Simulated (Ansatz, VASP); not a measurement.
# Two plane-wave programs on Sb

The input INCAR:

```
PREC = Accurate
ENCUT = 520
EDIFF = 1E-8
ISMEAR = -1
SIGMA = 0.05
LREAL = False
LASPH = True
NELM = 60
ALGO = Normal
ISIF = 2
LWAVE = False
LCHARG = False
GGA = PS
IVDW = 13
LEFG = True
NBANDS = 12
```

The input KPOINTS:

```
regular mesh
0
Gamma
  9 9 9
```

The input POSCAR:

```
Sb
1.0
    2.1506003320      1.2416496806      3.7440000000
   -2.1506003320      1.2416496806      3.7440000000
    0.0000000000     -2.4832993611      3.7440000000
Sb
2
Direct
    0.2336400000      0.2336400000      0.2336400000
    0.7663600000      0.7663600000      0.7663600000
```

Input for Ansatz:

```yaml
crystal:
  lattice:
    - [2.150600332, 1.2416496806, 3.744]
    - [-2.150600332, 1.2416496806, 3.744]
    - [0.0, -2.4832993611, 3.744]
  atoms:
    - { symbol: Sb, position: [0.23364, 0.23364, 0.23364] }
    - { symbol: Sb, position: [0.76636, 0.76636, 0.76636] }
kpoints:
  mp_grid: { grid: [9, 9, 9] }
  band_path:
    path:
      - [0.0, 0.0, 0.0]
      - [0.5, 0.5, 0.5]
      - [0.7600111779, 0.2399888221, 0.5]
      - [0.5, -0.2399888221, 0.2399888221]
      - [0.5, 0.0, 0.0]
      - [0.0, 0.0, 0.0]
      - [0.369994411, -0.369994411, 0.0]
      - [0.630005589, 0.0, 0.369994411]
      - [0.5, 0.0, 0.5]
    npoints: 5
scf:
  occupations: { method: fermi_dirac, width: 0.05 }
  mixing: { preconditioner: none }
hamiltonian:
  xc: pbesol
  pseudopotentials: { kind: paw }
  dispersion: d4
output:
  forces: true
  stress: true
  eigenvalues: true
  efg: { contact_densities: true }
basis:
  ecutrho_ratio: 9
```

Alike in both runs: task electric field gradients; functional PBEsol; dispersion D4; k mesh 9 × 9 × 9; occupations fermi-dirac, width 0.05 eV; no spin polarisation.

|  | VASP | Ansatz |
| --- | --- | --- |
| version | VASP 6.6.1 | Ansatz 0.2.0 |
| potentials or method | VASP PAW PBE potentials, release 64 (Sb) | PAW with Ansatz's default frozen-core files, scalar-relativistic |
| plane-wave cutoff (eV) | 520 | 420 |
| valence electrons in the cell | 10 | 30 |

VASP gave:

* pressure (GPa): -0.9
* largest component of the traceless stress (GPa): 0.38
* rms of the force components (eV/Å): 0.115
* dispersion energy (meV/atom): -294.3

Estimate Ansatz's values.

pressure (GPa): -1.1; largest component of the traceless stress (GPa): 0.33; rms of the force components (eV/Å): 0.082; dispersion energy (meV/atom): -294.5.

Atom by atom the forces differ by 0.033 eV/Å (rms over components). The two sets of potentials don't hold the same shells in valence. Ansatz warned: «gradients_without_spin_orbit».

Caveats: the PAW data sets were made with another functional, which shifts forces and pressure a little (VASP); spin-orbit coupling is left out, which moves the levels of the heavy elements; an odd mesh through Γ misses points on the zone boundary, where band edges often lie.
